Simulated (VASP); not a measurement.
# TaC (Fm-3m) in VASP: further runs, part 2 of 2

VASP 6.6.1.

### Step 4. Relaxation of cell and atoms, PBE

The input, INCAR:

```
ALGO     = Fast           # electronic algorithm
EDIFF    = 1E-7           # SCF threshold, eV
EDIFFG   = -0.005         # ionic threshold
ENCUT    = 600            # plane-wave cutoff, eV
GGA      = PE             # functional
IBRION   = 2              # ionic algorithm
ISIF     = 3              # what is computed and relaxed
ISMEAR   = 0              # smearing method
LASPH    = T              # aspherical terms in the spheres
LCHARG   = F              # write CHGCAR
LREAL    = F              # projectors in reciprocal space
LWAVE    = F              # write WAVECAR
NELM     = 60             # most SCF steps
NSW      = 90             # ionic steps
PREC     = Accurate       # precision mode
SIGMA    = 0.1            # smearing width, eV
```

The input, KPOINTS:

```
k-points
0
Gamma
  16 16 16
```

The input, POSCAR:

```
TaC
1.0
    0.0000000000      2.2338976900      2.2338976900
    2.2338976900      0.0000000000      2.2338976900
    2.2338976900      2.2338976900      0.0000000000
Ta C
1 1
Direct
    0.0000000000      0.0000000000      0.0000000000
    0.5000000000      0.5000000000      0.5000000000
```

Potentials or basis: VASP PAW PBE potentials, release 64 (Ta_pv, C).

Started as:

```console
> cat potpaw_PBE.64/Ta_pv/POTCAR potpaw_PBE.64/C/POTCAR > POTCAR
> mpirun -np 1 vasp_std > vasp.out
```

OUTCAR:

```text
EDIFF = 1E-7
   EDIFFG = -0.005
   ENCUT = 600
   GGA = PE
   IBRION = 2
   ISIF = 3
   ISMEAR = 0
   LASPH = T
   LREAL = F
   NELM = 60
   NSW = 90
   PREC = Accurate

 ion  position               nearest neighbor table
   1  0.000  0.000  0.000-   2 2.23   2 2.23   2 2.23   2 2.23   2 2.23   2 2.23
   2  0.500  0.500  0.500-   1 2.23   1 2.23   1 2.23   1 2.23   1 2.23   1 2.23

  LATTYP: Found a face centered cubic cell.
 ALAT       =     4.4677953800

  Lattice vectors:

 A1 = (   0.0000000000,   2.2338976900,   2.2338976900)
 A2 = (   2.2338976900,   0.0000000000,   2.2338976900)
 A3 = (   2.2338976900,   2.2338976900,   0.0000000000)

Analysis of symmetry for initial positions (statically):
=====================================================================
 Subroutine PRICEL returns:
 Original cell was already a primitive cell.

 Routine SETGRP: Setting up the symmetry group for a
 face centered cubic supercell.

 Subroutine GETGRP returns: Found 48 space group operations
 (whereof 48 operations were pure point group operations)
 out of a pool of 48 trial point group operations.

The static configuration has the point symmetry O_h .

Analysis of symmetry for dynamics (positions and initial velocities):
=====================================================================
 Subroutine PRICEL returns:
 Original cell was already a primitive cell.

 Routine SETGRP: Setting up the symmetry group for a
 face centered cubic supercell.

 Subroutine GETGRP returns: Found 48 space group operations
 (whereof 48 operations were pure point group operations)
 out of a pool of 48 trial point group operations.

The dynamic configuration has the point symmetry O_h .

 Subroutine INISYM returns: Found 48 space group operations
 (whereof 48 operations are pure point group operations),
 and found     1 'primitive' translations

----------------------------------------------------------------------------------------

                                     Primitive cell

[... 136 lines left out ...]
  ---------------------------------------------------
  ext. energy  EPLUGINS =         0.00000000
  ---------------------------------------------------
  free energy    TOTEN  =       -22.20768097 eV

  energy without entropy =      -22.20603966  energy(sigma->0) =      -22.20686031

------------------------ aborting loop because EDIFF is reached ----------------------------------------

  FORCE on cell =-STRESS in cart. coord.  units (eV):
  Direction    XX          YY          ZZ          XY          YZ          ZX
  --------------------------------------------------------------------------------------
  -------------------------------------------------------------------------------------
  Total        0.3150523      0.3150523      0.3150523      0.0000000      0.0000000      0.0000000
  in kB       22.6398414     22.6398414     22.6398414      0.0000000      0.0000000      0.0000000
  external PRESSURE =      22.6398414 kB  Pullay stress =       0.0000000 kB
[... 59 lines left out ...]
--------------------------------------- Ionic step        3  -------------------------------------------

 number of electron      15.0000001 magnetization

 Free energy of the ion-electron system (eV)
  ---------------------------------------------------
  ext. energy  EPLUGINS =         0.00000000
  ---------------------------------------------------
  free energy    TOTEN  =       -22.20875265 eV

  energy without entropy =      -22.20709739  energy(sigma->0) =      -22.20792502

 E-fermi :   8.2205     XC(G=0): -13.1223

 val. band max:        8.1945439084   @ k =   0.4375   0.1875   0.0625
 cond. band min:       8.2408695048   @ k =   0.1250   0.0625   0.0000
 fundamental gap:      0.0463255964
 Fermi energy:         8.2205013588

 k-point     1 :       0.0000    0.0000    0.0000
  band No.  band energies     occupation
      1     -26.8767      2.00000
      2     -26.8767      2.00000
      3     -26.8767      2.00000
      4      -6.4701      2.00000
      5       6.9342      2.00000
      6       6.9342      2.00000
      7       6.9342      2.00000
      8       7.7706      2.00000
      9       7.7706      2.00000
     10       7.7706      2.00000
     11       8.8765      0.00000
[... 309 lines left out ...]
 k-point    24 :      -0.0625    0.0625    0.0000
  band No.  band energies     occupation
      1     -26.9413      2.00000
      2     -26.8949      2.00000
      3     -26.8789      2.00000
      4      -6.1856      2.00000
      5       5.8201      2.00000
      6       6.0170      2.00000
      7       6.1397      2.00000
      8       7.0998      2.00000
      9       7.9829      1.99922
     10       8.5600      0.00000
     11       9.8307      0.00000

 [... further k-points ...]

------------------------ aborting loop because EDIFF is reached ----------------------------------------

  FORCE on cell =-STRESS in cart. coord.  units (eV):
  Direction    XX          YY          ZZ          XY          YZ          ZX
  --------------------------------------------------------------------------------------
  -------------------------------------------------------------------------------------
  Total       -0.0001928     -0.0001928     -0.0001928      0.0000000      0.0000000      0.0000000
  in kB       -0.0137617     -0.0137617     -0.0137617      0.0000000      0.0000000      0.0000000
  external PRESSURE =      -0.0137617 kB  Pullay stress =       0.0000000 kB
[... 17 lines left out ...]
  FREE ENERGIE OF THE ION-ELECTRON SYSTEM (eV)
  ---------------------------------------------------
  free  energy   TOTEN  =       -22.2087526536 eV

  energy  without entropy=      -22.2070973948  energy(sigma->0) =      -22.20792502

 reached required accuracy - stopping structural energy minimisation
```

OSZICAR:

```text
N       E                     dE             d eps       ncg     rms          rms(c)
DAV:   1     0.867791739566E+02    0.86779E+02   -0.90675E+03  3190   0.149E+03
DAV:   2    -0.222228565683E+02   -0.10900E+03   -0.10508E+03  3685   0.340E+02
DAV:   3    -0.256385233517E+02   -0.34157E+01   -0.33611E+01  4081   0.536E+01
DAV:   4    -0.256865220223E+02   -0.47999E-01   -0.47820E-01  3827   0.589E+00
[... 32 lines left out ...]
RMM:   6    -0.222087527546E+02   -0.84878E-05   -0.36620E-05  3400   0.615E-02    0.643E-03
RMM:   7    -0.222087529170E+02   -0.16238E-06   -0.78352E-06  3243   0.288E-02    0.327E-03
RMM:   8    -0.222087524240E+02    0.49297E-06   -0.15504E-06  3158   0.148E-02    0.173E-03
RMM:   9    -0.222087526494E+02   -0.22541E-06   -0.39421E-07  2590   0.727E-03    0.485E-04
RMM:  10    -0.222087526536E+02   -0.41230E-08   -0.95216E-08  1993   0.368E-03
   3 F= -.22208753E+02 E0= -.22207925E+02  d E =-.107168E-02
```

CONTCAR:

```text
TaC
   1.00000000000000
     0.0000000000000000    2.2390251301554920    2.2390251301554920
     2.2390251301554920    0.0000000000000000    2.2390251301554920
     2.2390251301554920    2.2390251301554920    0.0000000000000000
  Ta              C
     1     1
Direct
     0.0000000000000000    0.0000000000000000    0.0000000000000000
     0.5000000000000000    0.5000000000000000    0.5000000000000000

  0.00000000E+00  0.00000000E+00  0.00000000E+00
  0.00000000E+00  0.00000000E+00  0.00000000E+00
```

Run time: 79 s. Hardware: 1 thread of AMD EPYC 9R45 (Zen 5), shared host; peak memory 0.17 GiB.

What came out:

```
Free energy                            : -22.2088 eV
Relaxed volume                         : 11.22 Å³/atom
Relaxed cell                           : a = 3.166 Å, b = 3.166 Å, c = 3.166 Å, α = 60.00°, β = 60.00°, γ = 60.00°
Space group after relaxing (to 0.05 Å) : Fm-3m (No. 225)
Energy gained by relaxing              : 0.5 meV/atom
Ionic steps                            : 3
Pressure after relaxing                : 0.0 GPa
Band gap on the k mesh                 : none (metal or under the smearing width)
```

Step by step:
```csv
step,energy change (eV),largest force (eV/Å),pressure (GPa),volume (Å³)
1,0.0000,0.0000,2.26,22.30
2,0.0046,0.0000,-4.97,22.81
3,-0.0011,0.0000,0.00,22.45
```

Final structure:
```yaml
crystal:
  lattice:
    - [0.00000, 2.23903, 2.23903]
    - [2.23903, 0.00000, 2.23903]
    - [2.23903, 2.23903, 0.00000]
  atoms:
    - { symbol: Ta, position: [0.00000, 0.00000, 0.00000] }
    - { symbol: C, position: [0.50000, 0.50000, 0.50000] }
```

The run has no spin-orbit coupling, so splittings on Ta are missing.

### Step 5. The runs side by side

```tsv
level	potentials or basis	gap on the mesh (eV)	pressure (GPa)	relaxed volume (Å³/atom)
PBEsol	VASP PAW PBE potentials, release 64 (Ta_pv, C)	none	0.0	10.96
LDA	VASP PAW LDA potentials, release 64 (Ta_pv, C)	none	0.0	10.80
PBE	VASP PAW PBE potentials, release 64 (Ta_pv, C)	none	0.0	11.22
```

Alike in all rows: task relaxation of cell and atoms; no spin polarisation; cell relaxed; k mesh 16 × 16 × 16; cutoff (eV) 600; smearing gaussian 0.1 eV.

Caveats: the PAW data sets were made with another functional, which shifts forces and pressure a little (some runs).

Absolute energies hang on the potentials; compare differences alone.
